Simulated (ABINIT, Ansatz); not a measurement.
## KI (Fm-3m): G0W0 on several meshes in ABINIT

Aim: the GW shift of KI (Fm-3m) against the k mesh.

Calculated with ABINIT 10.8.3; PBE and many-body steps on it, plane waves.

## 1. The starting structure

The structure is cubic, space group Fm-3m (No. 225). Conventional cell: a = 7.066 Å, b = 7.066 Å, c = 7.066 Å, α = 90.00°, β = 90.00°, γ = 90.00°. Nearest to K lie 6 I at 3.53 Å. Nearest to I lie 6 K at 3.53 Å. Farther neighbours and most contacts between anions are not listed.

The cell and positions come from the Crystallography Open Database and are kept as given unless a step says otherwise. Spin-orbit coupling is left out unless a step names it.

## 2. Empty states on the mesh, 4×4×4 mesh, 683 bands

This step: ABINIT 10.8.3; DFT, PBE, plane waves, norm-conserving pseudopotentials.

The sums over transitions need many empty states on a uniform mesh; this step solves for them.

Contents of run.abi:

```
acell 3*1.0 Angstrom
rprim 
  0.000000000000 3.532775000000 3.532775000000
  3.532775000000 0.000000000000 3.532775000000
  3.532775000000 3.532775000000 -0.000000000000
ntypat 2
znucl 19 53
natom 2
typat 1 2
xred 
  0.000000000000 0.000000000000 0.000000000000
  0.500000000000 0.500000000000 0.500000000000
pp_dirpath "pseudos"
pseudos "K.upf, I.upf"
ecut 33
ngkpt 4 4 4
nshiftk 1
shiftk 0 0 0
kptopt 1
chksymbreak 0
iscf -2
irdden 1
istwfk *1
nband 683
nbdbuf 62
tolwfr 1e-09
nstep 60
prtvol 0
indata_prefix "in"
outdata_prefix "out"
tmpdata_prefix "tmp"
```

Run with:

```
$ OMP_NUM_THREADS=1 mpirun -n 4 abinit run.abi > log
```

Numbers of over 12 decimals in the logs are rounded to 6 here.

Log:

```text
.Version 10.8.3 of ABINIT. v10.8.2 released Aug 2026.

 Symmetries : space group Fm -3 m (#225); Bravais cF (face-center cubic)
[... echo of the input left out ...]
== DATASET  1 ==================================================================
-   mpi_nproc: 4, omp_nthreads: 1 (-1 if OMP is not activated)

--- !DatasetInfo
iteration_state: {dtset: 1, }
dimensions: {natom: 2, nkpt: 8, mband: 683, nsppol: 1, nspinor: 1, nspden: 1, mpw: 5434, }
cutoff_energies: {ecut:  33.0, pawecutdg:  -1.0, }
[...]
7.97462    8.01252    8.01253    8.01258    8.01403    8.02120    8.02126    8.02137
   8.02168    8.02173    8.02198    8.03044    8.04545    8.11638    8.12046    8.12246
   8.12703    8.13033    8.13379
 prteigrs : prtvol=0 or 1, do not print more k-points.

== END DATASET(S) ==============================================================
================================================================================

 -outvars: echo values of variables after computation  --------
            nband         683
             nkpt           8
          spgroup         225
 [... the other variables as echoed above ...]

 Calculation completed.
```

Elapsed: 14 min, on 4 MPI ranks of Arm Neoverse V1, shared host; peak memory 0.82 GiB; 58 min of CPU time.

Numbers from this step:

| Property | Result |
| --- | --- |
| gap | 3.962 eV |
| k of the valence top | 0, 0, 0 |
| k of the conduction bottom | 0, 0, 0 |
| least direct gap | 3.962 eV |
| k points computed | 8 |
| lowest point of the top converged band, above the valence top | 203.4941 eV |

On this mesh the gap is 3.962 eV.

The density comes from a self-consistent run that is not shown.

## 3. Screening, 4×4×4 mesh, 258 bands, screening to 247.6 eV

The RPA dielectric matrix is built and inverted for each q.

This step: RPA screening on PBE, plane waves, norm-conserving pseudopotentials.

Edit run.abi of step 2 so:

```diff
@@ -20,10 +20,11 @@
 chksymbreak 0
-iscf -2
-irdden 1
 istwfk *1
-nband 683
-nbdbuf 62
-tolwfr 1e-09
-nstep 60
-prtvol 0
+occopt 1
+irdwfk 1
+optdriver 3
+nband 258
+ecuteps 9.1
+inclvkb 2
+awtr 1
+symchi 1
 indata_prefix "in"
```

Log:

```text
.Version 10.8.3 of ABINIT. v10.8.2 released Aug 2026.

 Symmetries : space group Fm -3 m (#225); Bravais cF (face-center cubic)
[... echo of the input left out ...]
== DATASET  1 ==================================================================
-   mpi_nproc: 4, omp_nthreads: 1 (-1 if OMP is not activated)

--- !DatasetInfo
iteration_state: {dtset: 1, }
dimensions: {natom: 2, nkpt: 8, mband: 258, nsppol: 1, nspinor: 1, nspden: 1, mpw: 5434, }
cutoff_energies: {ecut:  33.0, pawecutdg:  -1.0, }
electrons: {nelect:   1.60000000E+01, charge:   0.00000000E+00, occopt:   1.00000000E+00, tsmear:   1.00000000E-02, }

 SCREENING: Calculation of the susceptibility and dielectric matrices

 Based on a program developped by R.W. Godby, V. Olevano, G. Onida, and L. Reining.
 Incorporated in ABINIT by V. Olevano, G.-M. Rignanese, and M. Torrent.
.Using double precision arithmetic ; gwpc =  8

[... cell and pseudopotentials left out ...]
--------------------------------------------------------------------------------

 ==== K-mesh for the wavefunctions ====
 Number of points in the irreducible wedge :     8
[... list of points left out ...]
 Together with 48 symmetry operations and time-reversal symmetry
 yields    64 points in the full Brillouin Zone.

 ==== Q-mesh for the screening function ====
 Number of points in the irreducible wedge :     8
[... list of points left out ...]
 Together with 48 symmetry operations and time-reversal symmetry
 yields    64 points in the full Brillouin Zone.

 setmesh: FFT mesh size selected  =    40x   40x   40
          total number of points  =        64000

 vcoul_init : cutoff-mode = AUXILIARY_FUNCTION
 q-points for optical limit:   1
     1)      0.000010    0.000020    0.000030

- screening: taking advantage of time-reversal symmetry
- Maximum band index for partially occupied states nbvw = 8
- Remaining bands to be divided among processors   nbcw = 250
- Number of bands treated by each node ~62

 Number of electrons calculated from density =   16.0000; Expected =   16.0000
 average of density, n =  0.026887
 r_s =    2.0707
 omega_plasma =   15.8172 [eV]

 calculating chi0 at frequencies [eV] :
  1    0.000000E+00    0.000000E+00
  2    0.000000E+00    1.581715E+01

--------------------------------------------------------------------------------
  q-point number  1        q = ( 0.000000, 0.000000, 0.000000) [r.l.u.]
--------------------------------------------------------------------------------
[... chi0 elements left out ...]
 For q-point:  0.000010 0.000020 0.000030
  dielectric constant =   2.6561
  dielectric constant without local fields =   3.2760

  Average fulfillment of the sum rule on Im[epsilon] for q-point    1 :     88.65  [%]
[... wings left out ...]
  q-point number  2        q = ( 0.250000, 0.000000, 0.000000) [r.l.u.]
--------------------------------------------------------------------------------
[... chi0 elements left out ...]
  Average fulfillment of the sum rule on Im[epsilon] for q-point    2 :     93.50  [%]

 [... 6 further q-points ...]
```

It took 4.2 min on 4 MPI ranks; peak memory 2.9 GiB; 17 min of CPU time.

Numbers from this step:

| Quantity | Value |
| --- | --- |
| ε∞ with local fields, on this mesh, along the program's q direction | 2.656 |
| the same without local fields | 3.276 |
| plasma frequency | 15.82 eV |
| plane waves in the screening matrix | 749 |

Local fields lower ε∞ by 19 %.

## 4. 4×4×4

The self-energy is evaluated for the states that the input lists, and the levels follow from it, in one-shot runs by the linearised quasiparticle equation.

This step: G0W0 on PBE, plane waves, norm-conserving pseudopotentials.

Edit run.abi of step 3 so:

```diff
@@ -23,8 +23,15 @@
 irdwfk 1
-optdriver 3
+optdriver 4
 nband 258
+gwcalctyp 0
+ecutsigx 33
+symsigma 1
+nkptgw 1
+kptgw 
+  0.0000000000 0.0000000000 0.0000000000
+bdgw 
+  6 12
 ecuteps 9.1
-inclvkb 2
-awtr 1
-symchi 1
+irdscr 1
+ppmodel 1
 indata_prefix "in"
```

Log:

```text
.Version 10.8.3 of ABINIT. v10.8.2 released Aug 2026.

 Symmetries : space group Fm -3 m (#225); Bravais cF (face-center cubic)
[... echo of the input left out ...]
== DATASET  1 ==================================================================
-   mpi_nproc: 4, omp_nthreads: 1 (-1 if OMP is not activated)

--- !DatasetInfo
iteration_state: {dtset: 1, }
dimensions: {natom: 2, nkpt: 8, mband: 258, nsppol: 1, nspinor: 1, nspden: 1, mpw: 5434, }
cutoff_energies: {ecut:  33.0, pawecutdg:  -1.0, }
electrons: {nelect:   1.60000000E+01, charge:   0.00000000E+00, occopt:   1.00000000E+00, tsmear:   1.00000000E-02, }

 SIGMA: Calculation of the GW corrections

 Based on a program developped by R.W. Godby, V. Olevano, G. Onida, and L. Reining.
 Incorporated in ABINIT by V. Olevano, G.-M. Rignanese, and M. Torrent.
.Using double precision arithmetic ; gwpc =  8

[... cell and pseudopotentials left out ...]
--------------------------------------------------------------------------------

 ==== K-mesh for the wavefunctions ====
 Number of points in the irreducible wedge :     8
[... list of points left out ...]
 Together with 48 symmetry operations and time-reversal symmetry
 yields    64 points in the full Brillouin Zone.

 ==== Q-mesh for screening function ====
 Number of points in the irreducible wedge :     8
[... list of points left out ...]
 Together with 48 symmetry operations and time-reversal symmetry
 yields    64 points in the full Brillouin Zone.

 vcoul_init : cutoff-mode = AUXILIARY_FUNCTION
 q-points for optical limit:   1
     1)      0.000010    0.000020    0.000030
 setmesh: FFT mesh size selected  =    50x   50x   50
          total number of points  =       125000

 Number of electrons calculated from density =   16.0000; Expected =   16.0000
 average of density, n =  0.026887
 r_s =    2.0707
 omega_plasma =   15.8172 [eV]

 === KS Band Gaps ===
  >>>> For spin  1
   Minimum direct gap =   3.9625 [eV], located at k-point      :   0.0000  0.0000  0.0000
   Fundamental gap    =   3.9625 [eV], Top of valence bands at :   0.0000  0.0000  0.0000
                                       Bottom of conduction at :   0.0000  0.0000  0.0000
 SIGMA fundamental parameters:
 PLASMON POLE MODEL  1
 number of plane-waves for SigmaX                 5329
 number of plane-waves for SigmaC and W            749
 number of plane-waves for wavefunctions          5329
 number of bands                                   258
 number of independent spin polarizations            1
 number of spinorial components                      1
 number of k-points in IBZ                           8
 number of q-points in IBZ                           8
 number of symmetry operations                      48
 number of k-points in BZ                           64
 number of q-points in BZ                           64
 number of frequencies for dSigma/dE                 9
 frequency step for dSigma/dE [eV]                0.25
 number of omega for Sigma on real axis              0
 max omega for Sigma on real axis  [eV]           0.00
 zcut for avoiding poles [eV]                     0.10

 EPSILON^-1 parameters (SCR file):
 dimension of the eps^-1 matrix on file            749
 dimension of the eps^-1 matrix used               749
 number of plane-waves for wavefunctions          5329
 number of bands                                   258
 number of q-points in IBZ                           8
 number of frequencies                               2
 number of real frequencies                          1
 number of imag frequencies                          1

 matrix elements of self-energy operator (all in [eV])

 Perturbative Calculation

--- !SelfEnergy_ee
iteration_state: {dtset: 1, }
kpoint     : [   0.000,    0.000,    0.000, ]
spin       : 1
KS_gap     :    3.962
QP_gap     :    6.067
Delta_QP_KS:    2.104
data: !SigmaeeData |
     Band     E0 <VxcDFT>   SigX SigC(E0)      Z dSigC/dE  Sig(E)    E-E0       E
        6   0.119 -11.176 -14.233   1.068   0.808  -0.237 -12.783  -1.608  -1.489
        7   0.119 -11.176 -14.233   1.068   0.808  -0.237 -12.783  -1.608  -1.489
        8   0.119 -11.176 -14.233   1.068   0.808  -0.237 -12.783  -1.608  -1.489
        9   4.081  -6.410  -2.934  -2.892   0.850  -0.176  -5.913   0.497   4.578
       10   6.624  -7.766  -3.475  -3.062   0.843  -0.187  -6.731   1.035   7.659
       11   6.624  -7.766  -3.475  -3.062   0.843  -0.187  -6.731   1.035   7.659
       12   6.624  -7.766  -3.475  -3.062   0.843  -0.187  -6.731   1.035   7.659

== END DATASET(S) ==============================================================
================================================================================

 -outvars: echo values of variables after computation  --------
           etotal      0.0000000000E+00
            nband         258
             nkpt           8
          spgroup         225
 [... the other variables as echoed above ...]

 Calculation completed.
```

Wall time 98 s (4 MPI ranks); peak memory 3.8 GiB.

Numbers from this step:

- G0W0 gap on the points computed: 6.067 eV
- starting gap on the mesh: 3.962 eV
- k of the valence top: 0, 0, 0
- k of the conduction bottom: 0, 0, 0
- Z at the valence top: 0.808
- Z at the conduction bottom: 0.85
- least direct G0W0 gap on the computed points: 6.067 eV

The gap on the mesh goes from 3.96 eV to 6.07 eV, a correction of +2.10 eV.

## 5. Empty states on the mesh, 6×6×6 mesh, 282 bands

This step: DFT, PBE, plane waves, norm-conserving pseudopotentials.

Edit run.abi of step 4 so:

```diff
@@ -15,3 +15,3 @@
 ecut 33
-ngkpt 4 4 4
+ngkpt 6 6 6
 nshiftk 1
@@ -20,18 +20,10 @@
 chksymbreak 0
+iscf -2
+irdden 1
 istwfk *1
-occopt 1
-irdwfk 1
-optdriver 4
-nband 258
-gwcalctyp 0
-ecutsigx 33
-symsigma 1
-nkptgw 1
-kptgw 
-  0.0000000000 0.0000000000 0.0000000000
-bdgw 
-  6 12
-ecuteps 9.1
-irdscr 1
-ppmodel 1
+nband 282
+nbdbuf 24
+tolwfr 1e-09
+nstep 60
+prtvol 0
 indata_prefix "in"
```

Log:

```text
.Version 10.8.3 of ABINIT. v10.8.2 released Aug 2026.

 Symmetries : space group Fm -3 m (#225); Bravais cF (face-center cubic)
[... echo of the input left out ...]
== DATASET  1 ==================================================================
-   mpi_nproc: 4, omp_nthreads: 1 (-1 if OMP is not activated)

--- !DatasetInfo
iteration_state: {dtset: 1, }
dimensions: {natom: 2, nkpt: 16, mband: 282, nsppol: 1, nspinor: 1, nspden: 1, mpw: 5434, }
cutoff_energies: {ecut:  33.0, pawecutdg:  -1.0, }
[...]
4.09696    4.09696    4.10346    4.10346    4.10346    4.10370    4.10370    4.10370
   4.11835    4.20099    4.20099    4.20100    4.31625    4.31806    4.32122    4.32210
   4.32412    4.32699
 prteigrs : prtvol=0 or 1, do not print more k-points.

== END DATASET(S) ==============================================================
================================================================================

 -outvars: echo values of variables after computation  --------
            nband         282
             nkpt          16
          spgroup         225
 [... the other variables as echoed above ...]

 Calculation completed.
```

Run time: 5.7 min. Hardware: 4 MPI ranks; peak memory 0.73 GiB.

This step gave:

```
gap                                                           : 3.962 eV
k of the valence top                                          : 0, 0, 0
k of the conduction bottom                                    : 0, 0, 0
least direct gap                                              : 3.962 eV
k points computed                                             : 16
lowest point of the top converged band, above the valence top : 107.4335 eV
```

On this mesh the gap is 3.962 eV.

(Part 1 of 2 ends here.)

[Paths, hosts, dates, memory and timing lines, banners, echoed tables and standing remarks are left out of the program output.]

[Logs are printed without paths, hosts, clocks, repeated set-up lines and the standing remarks that a program may print on its own settings, such as how far it seeks lower states.]

[Runs of the session that timed out or met a known fault of the program may be left out.]

[Hosts, paths, dates, database ids (printed as entryN), source tags and the programs' standing remarks are cut or masked in the printed files.]

[G0W0 gaps are taken among the corrected bands and points alone; a level outside them can change the order at an edge.]

[Where Ansatz stands beside ABINIT at settings called matched, ABINIT's density can come from a denser mesh and the files from another edition; pairs whose starting gaps differed by over 0.03 eV were left out, so agreement reads better than it is.]
